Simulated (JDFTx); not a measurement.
Crystal: WC (Qusongite).

```
W C
1.0
     2.90650    0.00000    0.00000
    -1.45325    2.51710    0.00000
     0.00000    0.00000    2.83660
W C
1 1
Direct
  0.00000 0.00000 0.00000
  0.66667 0.33333 0.50000
```

Base run:

```yaml
Program: JDFTx 1.7.0 (patched build)
Functional: PBE
Potentials_or_basis: PseudoDojo-SR-PBE-0.5-standard with smoothed tails
Cutoff: 1116 eV
Density_cutoff: 8925 eV
k_mesh: 10 × 10 × 9
Occupations: fermi-dirac, width 0.05 eV
Spin: no spin polarisation
Hubbard_terms: W d U = 1 eV
```

Its results: band gap on the k mesh none (metal or under the smearing width); pressure 3.1 GPa.

Question: The run is repeated on the same cell with these changes: hubbard terms from W d U = 1 eV to W d U = 3 eV. What comes out?

Answer: Band gap on the k mesh none (metal or under the smearing width); pressure -2.5 GPa.

Caveats: U without spin polarisation on a metal has little footing; the U is typed as a test and isn't derived for this compound.
